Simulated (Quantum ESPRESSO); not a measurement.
# La (Im-3m) in Quantum ESPRESSO: a series of runs

Runs on La. Level: PBE+D3(BJ). Tasks: single point, equation of state.

All numbers are computed with Quantum ESPRESSO 7.5; they aren't measurements. Logs are shortened: lines on timing, memory, paths and dates and some standing lists are left out, and cuts for length are marked.

### 1 Starting point

The structure is cubic, space group Im-3m (No. 229). The conventional cell has a = 4.248 Å, b = 4.248 Å, c = 4.248 Å, α = 90.00°, β = 90.00°, γ = 90.00°. Around La (site symmetry m-3m) lie 8 La at 3.68 Å.

This isn't the form of La at room conditions, which is double hcp.

### 2 Single point, PBE+D3(BJ), 36.02 Å³/atom

The input, pw.in:

```
&CONTROL
  calculation = 'scf'
  prefix = 'pwscf'
  outdir = './tmp'
  pseudo_dir = './pseudo'
  tprnfor = .true.
  tstress = .true.
  disk_io = 'nowf'
/
&SYSTEM
  ibrav = 0
  nat = 1
  ntyp = 1
  ecutwfc = 110
  nbnd = 11
  occupations = 'smearing'
  smearing = 'fd'
  degauss = 0.00367493
  vdw_corr = 'grimme-d3'
  dftd3_version = 4
/
&ELECTRONS
  conv_thr = 2d-10
  electron_maxstep = 120
  mixing_beta = 0.5
/
ATOMIC_SPECIES
La   138.9055 La.upf
CELL_PARAMETERS angstrom
  -2.0804754144    2.0804754144    2.0804754144
   2.0804754144   -2.0804754144    2.0804754144
   2.0804754144    2.0804754144   -2.0804754144
ATOMIC_POSITIONS crystal
La     0.0000000000    0.0000000000    0.0000000000
K_POINTS automatic
9 9 9 0 0 0
```

Potentials or basis: PseudoDojo 0.4.1 SR PBE standard.

Command:

```console
OMP_NUM_THREADS=1 pw.x -in pw.in > pw.out
```

pw.out:

```text
This program is part of the open-source Quantum ESPRESSO suite
     for quantum simulation of materials; please cite
[... 9 lines left out ...]
     --------------------
     sticks:   dense  smooth     PW     G-vecs:    dense   smooth      PW
     Sum        1535    1535    449                37887    37887    5895

     Using Slab Decomposition

     bravais-lattice index     =            0
     lattice parameter (alat)  =       6.8096  a.u.
     unit-cell volume          =     243.0773 (a.u.)^3
     number of atoms/cell      =            1
     number of atomic types    =            1
     number of electrons       =        11.00
     number of Kohn-Sham states=           11
     kinetic-energy cutoff     =     110.0000  Ry
     charge density cutoff     =     440.0000  Ry
     scf convergence threshold =      2.0E-10
     mixing beta               =       0.5000
     number of iterations used =            8  plain     mixing
     Exchange-correlation= PBE
                           (   1   4   3   4   0   0   0)

     celldm(1)=   6.809608  celldm(2)=   0.000000  celldm(3)=   0.000000
     celldm(4)=   0.000000  celldm(5)=   0.000000  celldm(6)=   0.000000

     crystal axes: (cart. coord. in units of alat)
               a(1) = (  -0.577350   0.577350   0.577350 )
               a(2) = (   0.577350  -0.577350   0.577350 )
               a(3) = (   0.577350   0.577350  -0.577350 )

     reciprocal axes: (cart. coord. in units 2 pi/alat)
               b(1) = ( -0.000000  0.866025  0.866025 )
               b(2) = (  0.866025 -0.000000  0.866025 )
               b(3) = (  0.866025  0.866025  0.000000 )

     PseudoPot. # 1 for La read from file:
     La.upf
     Pseudo is Norm-conserving + core correction, Zval = 11.0
     Generated using ONCVPSP code by D. R. Hamann
     Using radial grid of 1812 points,  8 beta functions with:
                l(1) =   0
                l(2) =   0
                l(3) =   1
                l(4) =   1
                l(5) =   2
                l(6) =   2
                l(7) =   3
                l(8) =   3

     atomic species   valence    mass     pseudopotential
     La               11.00   138.90550     La( 1.00)

     48 Sym. Ops., with inversion, found

   Cartesian axes

     site n.     atom                  positions (alat units)
         1        La     tau(   1) = (   0.0000000   0.0000000   0.0000000  )

     --------------------------------------------
     DFT-D3 Dispersion Correction (3-body terms):
     --------------------------------------------
       Reference C6 values for interpolation:

         atom   Coordination number   C6
         La         0.000          7981.23
         La         1.937          3700.00
         La         2.917          1532.04

       Values used:

         atom   Coordination number  R0_AB[au]  C6      C8
         La        11.838            4.371   1532.04 401948.67

         Molecular C6 ( Ry / a.u.^6 ) =      1532.04

     number of k points=    35  Fermi-Dirac smearing, width (Ry)=  0.0037
                       cart. coord. in units 2pi/alat
        k(    1) = (   0.0000000   0.0000000   0.0000000), wk =   0.0027435
        k(    2) = (   0.0962250   0.0962250   0.0000000), wk =   0.0329218
        k(    3) = (   0.1924501   0.1924501   0.0000000), wk =   0.0329218
        k(    4) = (   0.2886751   0.2886751   0.0000000), wk =   0.0329218
        k(    5) = (   0.3849002   0.3849002   0.0000000), wk =   0.0329218
        k(    6) = (   0.1924501   0.0962250   0.0962250), wk =   0.0658436
[... 27 lines left out ...]
        k(   34) = (  -0.7698004  -0.0962250  -0.0962250), wk =   0.0219479
        k(   35) = (   0.0000000   0.0000000   0.7698004), wk =   0.0164609

     Dense  grid:    37887 G-vectors     FFT dimensions: (  45,  45,  45)

     Initial potential from superposition of free atoms

     starting charge      10.9911, renormalised to      11.0000
     Starting wfcs are   10 randomized atomic wfcs +    1 random wfcs

     Self-consistent Calculation

     iteration #  1     ecut=   110.00 Ry     beta= 0.50
     Davidson diagonalization with overlap
     ethr =  1.00E-02,  avg # of iterations = 10.7

     Threshold (ethr) on eigenvalues was too large:
     Diagonalizing with lowered threshold

     Davidson diagonalization with overlap
     c_bands:  2 eigenvalues not converged
     c_bands:  4 eigenvalues not converged
     c_bands:  2 eigenvalues not converged
     c_bands:  2 eigenvalues not converged
     c_bands:  1 eigenvalues not converged
     c_bands:  1 eigenvalues not converged
     c_bands:  1 eigenvalues not converged
     c_bands:  4 eigenvalues not converged
     c_bands:  2 eigenvalues not converged
     ethr =  2.34E-05,  avg # of iterations = 19.2

     total energy              =     -70.23311317 Ry
     estimated scf accuracy    <       0.00157948 Ry

     iteration #  2     ecut=   110.00 Ry     beta= 0.50
     Davidson diagonalization with overlap
     c_bands:  1 eigenvalues not converged
     c_bands:  2 eigenvalues not converged
     c_bands:  2 eigenvalues not converged
     c_bands:  1 eigenvalues not converged
     c_bands:  2 eigenvalues not converged
     ethr =  1.44E-05,  avg # of iterations =  7.4
[... 94 lines left out ...]
     iteration #  8     ecut=   110.00 Ry     beta= 0.50
     Davidson diagonalization with overlap
     c_bands:  2 eigenvalues not converged
     c_bands:  1 eigenvalues not converged
     c_bands:  1 eigenvalues not converged
     ethr =  1.31E-11,  avg # of iterations =  3.3

     total energy              =     -70.23355447 Ry
     estimated scf accuracy    <          9.2E-10 Ry

     iteration #  9     ecut=   110.00 Ry     beta= 0.50
     Davidson diagonalization with overlap
     c_bands:  1 eigenvalues not converged
     c_bands:  2 eigenvalues not converged
     ethr =  8.32E-12,  avg # of iterations =  5.4

     End of self-consistent calculation

          k = 0.0000 0.0000 0.0000 (  4753 PWs)   bands (ev):

   -21.2592  -4.1474  -4.1474  -4.1474   8.4160  13.0882  13.1202  13.1202
    13.1202  13.8709  15.4384

          k = 0.0962 0.0962 0.0000 (  4749 PWs)   bands (ev):

   -21.2325  -4.3469  -4.2054  -4.1500   8.8122  12.6110  12.6220  13.0756
    13.2359  13.4284  13.4333

          k = 0.1925 0.1925 0.0000 (  4737 PWs)   bands (ev):

   -21.1640  -4.8186  -4.3480  -4.1569   9.6544  12.0901  12.2109  13.0594
    13.3695  13.5258  13.6130

          k = 0.2887 0.2887 0.0000 (  4762 PWs)   bands (ev):

   -21.0844  -5.3087  -4.5035  -4.1650   9.9416  11.6518  12.6751  13.0712
    13.4330  13.5716  13.6996
[... 143 lines left out ...]
   -20.9081  -5.2636  -5.0150  -4.9344  10.0938  10.4538  13.1280  13.1313
    13.3615  13.4661  13.9156

          k =-0.7698-0.0962-0.0962 (  4730 PWs)   bands (ev):

   -20.8890  -5.1872  -5.1872  -4.9487  10.0361  10.0361  13.0871  13.2993
    13.4364  13.4364  13.9122

          k = 0.0000 0.0000 0.7698 (  4734 PWs)   bands (ev):

   -20.8711  -5.1648  -5.1272  -5.1272   9.7110   9.8193  13.2446  13.4060
    13.4061  13.4102  13.9194

     the Fermi energy is    11.5878 ev

!    total energy              =     -70.23355447 Ry
     estimated scf accuracy    <          3.1E-13 Ry
     smearing contrib. (-TS)   =      -0.00180939 Ry
     internal energy E=F+TS    =     -70.23174508 Ry

     The total energy is F=E-TS. E is the sum of the following terms:
     one-electron contribution =      -4.50209293 Ry
     hartree contribution      =       7.05338808 Ry
     xc contribution           =     -16.75181037 Ry
     ewald contribution        =     -56.00203843 Ry
     DFT-D3 Dispersion         =      -0.02919143 Ry

     convergence has been achieved in   9 iterations

     Forces acting on atoms (cartesian axes, Ry/au):

     atom    1 type  1   force =     0.00000000    0.00000000    0.00000000

     Total force =     0.000000     Total SCF correction =     0.000000

     Computing stress (Cartesian axis) and pressure

          total   stress  (Ry/bohr**3)                   (kbar)     P=       -6.51
  -0.00004426   0.00000000   0.00000000           -6.51        0.00        0.00
   0.00000000  -0.00004426   0.00000000            0.00       -6.51        0.00
   0.00000000   0.00000000  -0.00004426            0.00        0.00       -6.51

=------------------------------------------------------------------------------=
   JOB DONE.
=------------------------------------------------------------------------------=
```

Run time: 32 s. Hardware: 1 thread of Intel Xeon Platinum 8488C (Sapphire Rapids), shared host; peak memory 0.11 GiB.

Results:

```yaml
Free_energy: -955.5762 eV
Pressure: -0.7 GPa
Band_gap_on_the_k_mesh: none (metal or under the smearing width)
```

Caveat: pairwise dispersion overbinds metals, which lowers pressure and volume.

### 3 Single point, PBE+D3(BJ), 36.79 Å³/atom

pw.in: that of step 2 with these lines changed.

```diff
@@ -29,5 +29,5 @@
 CELL_PARAMETERS angstrom
-  -2.0804754144    2.0804754144    2.0804754144
-   2.0804754144   -2.0804754144    2.0804754144
-   2.0804754144    2.0804754144   -2.0804754144
+  -2.0951271325    2.0951271325    2.0951271325
+   2.0951271325   -2.0951271325    2.0951271325
+   2.0951271325    2.0951271325   -2.0951271325
 ATOMIC_POSITIONS crystal
```

Potentials or basis: PseudoDojo 0.4.1 SR PBE standard.

Command:

```console
OMP_NUM_THREADS=1 pw.x -in pw.in > pw.out
```

Run time: 30 s. Hardware: 1 thread of Intel Xeon Platinum 8488C (Sapphire Rapids), shared host; peak memory 0.12 GiB.

Results (log left out):

```yaml
Free_energy: -955.5718 eV
Pressure: -1.2 GPa
Band_gap_on_the_k_mesh: none (metal or under the smearing width)
```

Caveat: pairwise dispersion overbinds metals, which lowers pressure and volume.

### 4 Single point, PBE+D3(BJ), 37.55 Å³/atom

pw.in: that of step 3 with these lines changed.

```diff
@@ -29,5 +29,5 @@
 CELL_PARAMETERS angstrom
-  -2.0951271325    2.0951271325    2.0951271325
-   2.0951271325   -2.0951271325    2.0951271325
-   2.0951271325    2.0951271325   -2.0951271325
+  -2.1095767417    2.1095767417    2.1095767417
+   2.1095767417   -2.1095767417    2.1095767417
+   2.1095767417    2.1095767417   -2.1095767417
 ATOMIC_POSITIONS crystal
```

Command:

```console
OMP_NUM_THREADS=1 pw.x -in pw.in > pw.out
```

Wall time 37 s (1 thread of Intel Xeon Platinum 8488C (Sapphire Rapids), shared host); peak memory 0.12 GiB.

The run converged. Its results:

| Item | Value |
| --- | --- |
| Free energy | -955.5651 eV |
| Pressure | -1.6 GPa |
| Band gap on the k mesh | none (metal or under the smearing width) |

Caveat: pairwise dispersion overbinds metals, which lowers pressure and volume.

### 5 Single point, PBE+D3(BJ), 38.32 Å³/atom

pw.in: that of step 4 with these lines changed.

```diff
@@ -29,5 +29,5 @@
 CELL_PARAMETERS angstrom
-  -2.1095767417    2.1095767417    2.1095767417
-   2.1095767417   -2.1095767417    2.1095767417
-   2.1095767417    2.1095767417   -2.1095767417
+  -2.1238310710    2.1238310710    2.1238310710
+   2.1238310710   -2.1238310710    2.1238310710
+   2.1238310710    2.1238310710   -2.1238310710
 ATOMIC_POSITIONS crystal
```

Command:

```console
OMP_NUM_THREADS=1 pw.x -in pw.in > pw.out
```

It took 33 s on 1 thread of Intel Xeon Platinum 8488C (Sapphire Rapids), shared host; peak memory 0.12 GiB.

Results (log left out):

```
Free energy            : -955.5562 eV
Pressure               : -2.1 GPa
Band gap on the k mesh : none (metal or under the smearing width)
```

Caveat: pairwise dispersion overbinds metals, which lowers pressure and volume.

### 6 Single point, PBE+D3(BJ), 39.09 Å³/atom

pw.in: that of step 5 with these lines changed.

```diff
@@ -29,5 +29,5 @@
 CELL_PARAMETERS angstrom
-  -2.1238310710    2.1238310710    2.1238310710
-   2.1238310710   -2.1238310710    2.1238310710
-   2.1238310710    2.1238310710   -2.1238310710
+  -2.1378965873    2.1378965873    2.1378965873
+   2.1378965873   -2.1378965873    2.1378965873
+   2.1378965873    2.1378965873   -2.1378965873
 ATOMIC_POSITIONS crystal
```

Potentials or basis: PseudoDojo 0.4.1 SR PBE standard.

Command:

```console
OMP_NUM_THREADS=1 pw.x -in pw.in > pw.out
```

Run time: 37 s. Hardware: 1 thread of Intel Xeon Platinum 8488C (Sapphire Rapids), shared host; peak memory 0.12 GiB.

The run converged. Its results:

```
Free energy            : -955.5453 eV
Pressure               : -2.5 GPa
Band gap on the k mesh : none (metal or under the smearing width)
```

Caveat: pairwise dispersion overbinds metals, which lowers pressure and volume.

### 7 Single point, PBE+D3(BJ), 39.85 Å³/atom

pw.in: that of step 6 with these lines changed.

```diff
@@ -29,5 +29,5 @@
 CELL_PARAMETERS angstrom
-  -2.1378965873    2.1378965873    2.1378965873
-   2.1378965873   -2.1378965873    2.1378965873
-   2.1378965873    2.1378965873   -2.1378965873
+  -2.1517794217    2.1517794217    2.1517794217
+   2.1517794217   -2.1517794217    2.1517794217
+   2.1517794217    2.1517794217   -2.1517794217
 ATOMIC_POSITIONS crystal
```

Command:

```console
OMP_NUM_THREADS=1 pw.x -in pw.in > pw.out
```

Run time: 40 s. Hardware: 1 thread of Intel Xeon Platinum 8488C (Sapphire Rapids), shared host; peak memory 0.13 GiB.

Results (log left out):

- Free energy: -955.5325 eV
- Pressure: -2.9 GPa
- Band gap on the k mesh: none (metal or under the smearing width)

Caveat: pairwise dispersion overbinds metals, which lowers pressure and volume.

### 8 Single point, PBE+D3(BJ), 40.62 Å³/atom

pw.in: that of step 7 with these lines changed.

```diff
@@ -29,5 +29,5 @@
 CELL_PARAMETERS angstrom
-  -2.1517794217    2.1517794217    2.1517794217
-   2.1517794217   -2.1517794217    2.1517794217
-   2.1517794217    2.1517794217   -2.1517794217
+  -2.1654853927    2.1654853927    2.1654853927
+   2.1654853927   -2.1654853927    2.1654853927
+   2.1654853927    2.1654853927   -2.1654853927
 ATOMIC_POSITIONS crystal
```

Command:

```console
OMP_NUM_THREADS=1 pw.x -in pw.in > pw.out
```

Run time: 37 s. Hardware: 1 thread of Intel Xeon Platinum 8488C (Sapphire Rapids), shared host; peak memory 0.13 GiB.

The run converged. Its results:

* Free energy: -955.5180 eV
* Pressure: -3.2 GPa
* Band gap on the k mesh: none (metal or under the smearing width)

Caveat: pairwise dispersion overbinds metals, which lowers pressure and volume.

### 9 Equation of state, PBE+D3(BJ)

Potentials or basis: PseudoDojo 0.4.1 SR PBE standard.

No new run: the results of the series are fitted here.

What came out:

```
Equilibrium volume : 35.14 Å³/atom (rough: see the caveat)
Bulk modulus       : 27 GPa (rough)
```

Energy against volume, from the lowest point:
| volume (Å³/atom) | energy (meV/atom) |
| --- | --- |
| 36.020 | 0.00 |
| 36.787 | 4.36 |
| 37.553 | 11.10 |
| 38.320 | 20.02 |
| 39.086 | 30.93 |
| 39.852 | 43.70 |
| 40.619 | 58.16 |

Caveat: the minimum lies outside the volumes run.
